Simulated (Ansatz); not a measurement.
Method: DFT PBE, scalar-relativistic, plane waves, PAW in Ansatz 0.2.0. Settings: cutoff 420 eV, Γ-centred meshes spaced at most about 0.3 Å⁻¹, and about 0.25 Å⁻¹ or finer for metals (2π included), Gaussian smearing. No spin polarisation in the final relaxations.

All energies are static (0 K, no zero-point motion).

Two relaxed structures of Ge:

A. Space group P42_12 (No. 90), tetragonal, a = 6.823 Å, c = 5.650 Å. Ge on a site of symmetry 1 has 4 Ge at 2.53–2.59 Å; Ge on a site of symmetry 222 is surrounded by 4 Ge at 2.53 Å.

B. Space group P6_422 (No. 181), hexagonal, a = 4.127 Å, c = 4.413 Å. Ge has 4 Ge at 2.53 Å.

Task: Which would you expect to be lower, and how large is the difference?

Result: B is lower, by 156 meV/atom. A has space group P42_12 (No. 90), 26.3 Å³/atom and a gap of 0.05 eV on its mesh; B has space group P6_422 (No. 181), 21.7 Å³/atom and no gap. The denser one is the lower, and pressure would at first widen the difference. Both come from invented guesses. The part of the Crystallography Open Database at hand lists Ge in space groups No. 64, 96, 227; no cell shown has one of them.

The zero gap of P6_422 may come from the functional, which often closes small gaps. Cells relaxed within their symmetry can be saddle points.
